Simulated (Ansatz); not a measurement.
# SiNi3 (Pm-3m) in Ansatz: notebook

The runs below take SiNi3 through single point, with PBE.

Program: Ansatz 0.2.0. These are calculated values, not measurements. Logs are shortened: lines on timing, memory, paths and dates and some standing lists are left out, and cuts for length are marked.

## Step 1: The crystal as given

It takes space group Pm-3m (No. 221, cubic). Conventional cell: a = 3.542 Å, b = 3.542 Å, c = 3.542 Å, α = 90.00°, β = 90.00°, γ = 90.00°. Ni (site symmetry 4/mmm) is surrounded by 8 Ni at 2.50 Å and 4 Si at 2.50 Å. Si (site symmetry m-3m) has 12 Ni at 2.50 Å as nearest neighbours.

## Step 2: Single point, PBE, collinear spin, ferromagnetic start

Input file input.yaml:

```yaml
crystal:
  lattice:
    - [3.542, 0.0, 0.0]
    - [0.0, 3.542, 0.0]
    - [0.0, 0.0, 3.542]
  atoms:
    - { symbol: Ni, position: [0.5, 0.5, 0.0], spin: 1.2666666667 }
    - { symbol: Ni, position: [0.5, 0.0, 0.5], spin: 1.2666666667 }
    - { symbol: Ni, position: [0.0, 0.5, 0.5], spin: 1.2666666667 }
    - { symbol: Si, position: [0.0, 0.0, 0.0] }
hamiltonian:
  xc: pbe
  pseudopotentials: { kind: paw }
magnetization:
  spin_polarized: true
  initial_magnetization: 3.8
  spin_locking: { lock_magnetization: hard }
kpoints:
  mp_grid: { grid: [6, 6, 6] }
scf:
  occupations: { method: fermi_dirac, width: 0.05 }
  lower_state_search: "off"
output:
  forces: true
  stress: true
  eigenvalues: true
```

Potentials or basis: Ansatz PAW.

The run is started by

```sh
ansatz run input.yaml --threads 2 --pin off --max-ram 5632MiB --backend cpu --events-out ev --progress --plain --runs-dir out
```

Log:

```text
Warning: output.stress: scf.convergence.dr2_threshold = 1e-7 eV (the SCF's general default) is looser than the 4e-10 eV advised for a printed stress (1e-10 eV for each atom of the cell: 4). What an SCF threshold leaves in a stress goes as its square root, and in the free energy as the threshold itself, and one threshold admits the most on a small cell: of the crystals measured, under no hybrid functional and no lock of the moments, on runs that ended without the residual-converged pass, on stresses that held no estimate of that error, the worst erred by over 100 MPa in a component at 1e-7 eV an atom and by under 5 at 1e-10. Set scf.convergence.dr2_threshold to 4e-10 eV or tighter. The threshold is an SCF's pass mark: one that does not reach it within its budget of iterations ends unconverged, or closes short of it on a stop that the run arms, and scf.convergence.dr2_threshold's page says what that costs each kind of run
Warning: RAYON_NUM_THREADS=2 ignored (pool sized by the plan → 2); use --threads N
Engine: ansatz 0.2.0, aarch64-unknown-linux-gnu
Pseudopotentials: kind: paw
Pseudopotential: Ni, paw, valence charge 18, recommended cutoff 420 eV (normal), Ni.paw.azcp
Pseudopotential: Si, paw, valence charge 4, recommended cutoff 420 eV (normal), Si.paw.azcp
Functional definition: PBE
  parameter kappa = 0.804
  parameter beta = 0.06672455060314922
  exchange = pbe_x(kappa = kappa, mu = beta*pi^2/3)
  correlation = pbe_c(beta = beta)
Crystal: 4 atoms, lattice volume = 44.437 Å³
Basis set: ecut = 420 eV, 895 PW (Γ), exchange–correlation on 48×48×48 points (8 copies of the dense FFT grid, shifted against one another)
Bands: 38, of which v1, the nominal top of the filled ones, is band 29 counted from 1 (28 counted from 0)
Symmetry: 48 space group operations
Space group: Pm-3m (ITA 221), of the structure as read, at distance tolerance 3.5e-5 Å
Magnetic group: BNS 221.92 (UNI 1594), of the structure as read, at distance tolerance 3.5e-5 Å
k-points: 20 of 216
Non-local potential: Ni, projectors of the file, l = 0: 3, l = 1: 2, l = 2: 3, l = 3: 1
Non-local potential: Si, projectors of the file, l = 0: 2, l = 1: 2, l = 2: 2
PAW form: soft (Blöchl's): semilocal exchange-correlation on the pseudo side does not see the compensation charge
PAW one-centre angular grid: Ni, 590 points (default); XC on 64 Gauss nodes
PAW one-centre angular grid: Si, 110 points (default); XC on 64 Gauss nodes
Initial density: superposition of atomic densities (chi_scale 0.1, normalization cell)
Starting moments: Σ|m| = 3.8 μB on 3 of 4 sites
Initial wavefunctions: pseudopotential atomic-orbital guess
Functional: x = pbe(κ = 0.804, μ = 0.2195149727645171), c = pbe(β = 0.06672455060314922)
iter 1 solved again at ethr=9.68e-4 eV; its pass at ethr=3.10e-3 eV (dr2=5.62e-1 eV) is discarded
SCF iter   1: F=—  HF=-18154.804129 eV  |F-HF|=—  |Δ(HF+E_count)|=         —  Δρ=2.80e-2 (↑1.36e-2 ↓2.80e-2)  dr2=5.54e-1  dr2_m=5.51e-2  M=3.800 μB ∫|m|=3.800 μB  β_m=0.30  ethr=9.68e-4  ⟨swp⟩=1.1  Hψ=7344  notcnv=0
preconditioner: auto → Kerker (q_TF=auto, 2.852 Å⁻¹)  [metal: Δε(μ)=0.010 eV  Ē_g=8.511 eV  σ=0.050 eV  W_gap=0.05  n_scr=18 (ndim 8)  ℏωp=32.5 eV  f_vac=0.000  D(μ)=4.99/eV (n_scr^D=80)]
spin=Collinear: Kerker preconditioning applied to the charge; magnetization (m = ρ↑ − ρ↓) channel mixes plain (no charge-response kernel on spin).
SCF iter   2: F=—  HF=-18154.797999 eV  |F-HF|=—  |Δ(HF+E_count)|=   6.13e-3  Δρ=1.80e-2 (↑7.97e-3 ↓1.80e-2)  dr2=2.38e-1  dr2_m=2.82e-2  M=3.800 μB ∫|m|=3.800 μB  β_m=0.56  ethr=9.55e-4  ⟨swp⟩=2.0  Hψ=1848  notcnv=0
SCF iter   3: F=—  HF=-18154.814188 eV  |F-HF|=—  |Δ(HF+E_count)|=   1.62e-2  Δρ=1.61e-2 (↑1.01e-2 ↓1.61e-2)  dr2=2.14e-1  dr2_m=6.16e-3  M=3.800 μB ∫|m|=3.800 μB  β_m=0.48  ethr=4.11e-4  ⟨swp⟩=2.5  Hψ=2692  notcnv=0  defer=7
SCF iter   4: F=—  HF=-18154.779779 eV  |F-HF|=—  |Δ(HF+E_count)|=   3.44e-2  Δρ=2.41e-3 (↑1.52e-3 ↓2.41e-3)  dr2=4.43e-3  dr2_m=4.48e-4  M=3.800 μB ∫|m|=3.800 μB  β_m=0.74  ethr=3.69e-4  ⟨swp⟩=3.0  Hψ=2603  notcnv=0  defer=80
SCF iter   5: F=—  HF=-18154.779718 eV  |F-HF|=—  |Δ(HF+E_count)|=   6.05e-5  Δρ=2.04e-3 (↑7.42e-4 ↓2.04e-3)  dr2=1.95e-3  dr2_m=1.98e-4  M=3.800 μB ∫|m|=3.800 μB  β_m=0.87  ethr=7.63e-6  ⟨swp⟩=2.0  Hψ=2428  notcnv=0  defer=80
SCF iter   6: F=—  HF=-18154.779368 eV  |F-HF|=—  |Δ(HF+E_count)|=   3.50e-4  Δρ=3.41e-4 (↑1.48e-4 ↓3.41e-4)  dr2=7.02e-5  dr2_m=4.35e-6  M=3.800 μB ∫|m|=3.800 μB  β_m=0.86  ethr=3.36e-6  ⟨swp⟩=1.8  Hψ=1777  notcnv=0  defer=80
SCF iter   7: F=—  HF=-18154.779366 eV  |F-HF|=—  |Δ(HF+E_count)|=   2.80e-6  Δρ=1.63e-4 (↑1.19e-4 ↓1.63e-4)  dr2=1.95e-5  dr2_m=3.64e-7  M=3.800 μB ∫|m|=3.800 μB  β_m=0.93  ethr=1.21e-7  ⟨swp⟩=2.3  Hψ=2341  notcnv=0  defer=80
SCF iter   8: F=—  HF=-18154.779364 eV  |F-HF|=—  |Δ(HF+E_count)|=   1.10e-6  Δρ=3.15e-5 (↑3.09e-5 ↓3.15e-5)  dr2=8.24e-7  dr2_m=3.92e-8  M=3.800 μB ∫|m|=3.800 μB  β_m=0.88  ethr=3.35e-8  ⟨swp⟩=1.6  Hψ=1637  notcnv=0  defer=80
SCF iter   9: F=-18154.779364 eV  HF=-18154.779364 eV  |F-HF|=3.34e-8  |Δ(HF+E_count)|=   1.36e-7  Δρ=1.29e-5 (↑3.91e-6 ↓1.29e-5)  dr2=7.57e-8  dr2_m=1.37e-8  M=3.800 μB ∫|m|=3.800 μB  ethr=1.72e-10  ⟨swp⟩=7.8  Hψ=6865  notcnv=0
SCF 1 converged in 9 iterations: F = -18154.779364 eV  dr2 = 7.57e-8
SCF converged after 9 iterations
Stability checked in part: among states of this total moment the steps that led to this state did not find it unstable. No probe was made; neither looks for a lower state of another moment (fixed_total_moment; see scf.lower_state_search)
Magnetization: 3.8000 μB (30.9000 up, 27.1000 down)
Absolute magnetization: 3.8000 μB (∫|ρ↑−ρ↓|, with the PAW one-centre terms)
Spin contamination: 0.0124 ħ² per cell (⟨S²⟩ above its minimum at these occupations)
Per-site moments (μB) at R_I (Å): [(1.0929854816431475, 1.0331360403221348), (1.0929854816431477, 1.0331360403221348), (1.0929854816431486, 1.0331360403221348), (0.27193026815998056, 1.0331360403221348)]
Free energy (F): -18154.779364 eV
Harris-Foulkes:  -18154.779364 eV  (|F-HF|=3.34e-8)
Internal energy: -18154.743545 eV  (E = F + TS)
E sigma→0 (E₀):  -18154.761455 eV
Entropy (-TS):   -0.035820 eV (-8.955 meV/atom)
Fermi energy:    17.612434 (↑ 18.974009, ↓ 16.250858) eV
--- Per-component energies (eV) ---
  E_band       = -897.084446
  E_kinetic    = 888.724211
  E_local      = -11734.158622  (includes V_loc(G=0)·N_el)
  E_nonlocal   = 1927.774695
  E_hartree    = 4984.248211
  E_xc         = -312.172849
  E_vxc        = -378.382712  (∫ρ·V_xc dr)
  E_paw        = -5397.593741  (= ΣΔE_a)
  E_vpaw       = -1569.568380  (= ΣTr[D̂ρ^β])
  E_aug_tail   = 0.001305  (compensation charges beyond the density's cutoff)
  E_ewald      = -8511.566755
  E_smearing   = -0.035820  (= −TS)
  E_closure    = 0.000000  (closes the sum)
  Σ components = -18154.779364   (vs F -18154.779364, Δ=0.00e0)
--- Forces (eV/Å), atoms counted from 1 ---
  atom   1  Ni     0.00000000    -0.00000000    -0.00000000
  atom   2  Ni    -0.00000000    -0.00000000     0.00000000
  atom   3  Ni     0.00000000     0.00000000     0.00000000
  atom   4  Si    -0.00000000     0.00000000     0.00000000
  max |Σ_I F_I| component: 7.28e-29 eV/Å
--- Stress (GPa, compression-positive) ---
        6.892205       0.000000      -0.000000
        0.000000       6.892205       0.000000
       -0.000000       0.000000       6.892205
  P = ⅓ Tr σ = 6.8922 GPa (68.922 kbar)
--- Band table (eV; the first three rows and the last of 40) ---
  k-point 0 ↑: bands = ["-87.3841", "-87.3539", "-87.3539", "-47.8090", "-47.8090", "-47.8090", "-47.7338", "-47.7338", "-47.7338", "-47.6718", "-47.6718", "-47.6718", "5.0584", "11.4782", "12.3022", "12.3022", "12.5876", "12.5876", "12.5876", "14.5224", "14.5224", "14.5224", "15.3199", "15.3199", "15.5606", "15.7478", "15.7478", "15.7478", "15.9104", "15.9104", "15.9104", "21.0448", "22.5591", "22.5591", "26.9811", "26.9811", "26.9811", "30.3755"]
  k-point 1 ↑: bands = ["-87.3823", "-87.3557", "-87.3539", "-47.8040", "-47.8040", "-47.8006", "-47.7352", "-47.7352", "-47.7341", "-47.6810", "-47.6755", "-47.6755", "5.3763", "11.4871", "12.0253", "12.5049", "12.6109", "12.6109", "12.6623", "14.2183", "14.2183", "14.4418", "14.8323", "15.2145", "15.2145", "15.3217", "15.3615", "15.4464", "15.7481", "17.0138", "17.0138", "21.4931", "22.5356", "23.8167", "25.8256", "25.8256", "26.3083", "29.1364"]
  k-point 2 ↑: bands = ["-87.3777", "-87.3603", "-87.3539", "-47.7918", "-47.7918", "-47.7779", "-47.7397", "-47.7397", "-47.7348", "-47.7054", "-47.6832", "-47.6832", "6.2646", "10.2622", "12.1838", "12.6375", "12.6375", "12.8372", "13.0057", "13.8822", "13.8822", "14.2151", "14.2551", "14.8243", "14.8243", "14.9642", "15.0873", "15.3650", "15.7486", "18.6346", "18.6346", "21.6473", "22.4761", "23.4021", "23.4021", "24.3240", "27.4604", "28.0969"]
  k-point 19 ↓: bands = ["-86.0716", "-86.0716", "-86.0716", "-46.5695", "-46.5571", "-46.5571", "-46.5571", "-46.4361", "-46.4361", "-46.4361", "-46.3900", "-46.3900", "9.3096", "12.8225", "12.8225", "12.8225", "13.5615", "13.5615", "13.5615", "14.9468", "14.9468", "14.9468", "15.4801", "15.4801", "15.4801", "15.8034", "15.8034", "16.2674", "16.8979", "16.8979", "16.8979", "18.2764", "20.8992", "20.8992", "20.8992", "33.6968", "33.6968", "33.8354"]
```

Wall time 1.9 s (2 threads of Arm Neoverse V2, shared host); peak memory 0.32 GiB.

Results:

- Free energy: -18154.7794 eV
- Pressure: 6.9 GPa
- Net moment: 3.80 μB per cell
- Absolute moment: 3.80 μB per cell
- Site moments: Ni +1.09; Si +0.27 μB

Caveat: the total moment is fixed, so each spin has its own Fermi level; the thresholds are loose for stress.

## Step 3: Single point, PBE, collinear spin, ferromagnetic start

Input file input.yaml:

```yaml
crystal:
  lattice:
    - [3.542, 0.0, 0.0]
    - [0.0, 3.542, 0.0]
    - [0.0, 0.0, 3.542]
  atoms:
    - { symbol: Ni, position: [0.5, 0.5, 0.0], spin: 1.5 }
    - { symbol: Ni, position: [0.5, 0.0, 0.5], spin: 1.5 }
    - { symbol: Ni, position: [0.0, 0.5, 0.5], spin: 1.5 }
    - { symbol: Si, position: [0.0, 0.0, 0.0] }
hamiltonian:
  xc: pbe
  pseudopotentials: { kind: paw }
magnetization:
  spin_polarized: true
  initial_magnetization: 4.5
  spin_locking: { lock_magnetization: hard }
kpoints:
  mp_grid: { grid: [6, 6, 6] }
scf:
  occupations: { method: fermi_dirac, width: 0.05 }
  lower_state_search: "off"
output:
  forces: true
  stress: true
  eigenvalues: true
  write_density: true
  write_potential: true
  elf: true
  volumetric_format: npy
```

Potentials or basis: Ansatz PAW.

The run is started by

```sh
ansatz run input.yaml --threads 2 --pin off --max-ram 5632MiB --backend cpu --events-out ev --progress --plain --runs-dir out
```

Run time: 2.9 s. Hardware: 2 threads of Arm Neoverse V2, shared host; peak memory 0.33 GiB.

It converged, with:

```yaml
Free_energy: -18153.7431 eV
Pressure: 12.2 GPa
Net_moment: 4.50 μB per cell
Absolute_moment: 4.50 μB per cell
Site_moments: Ni +1.24; Si +0.38 μB
```

Caveat: the total moment is fixed, so each spin has its own Fermi level; the thresholds are loose for stress.
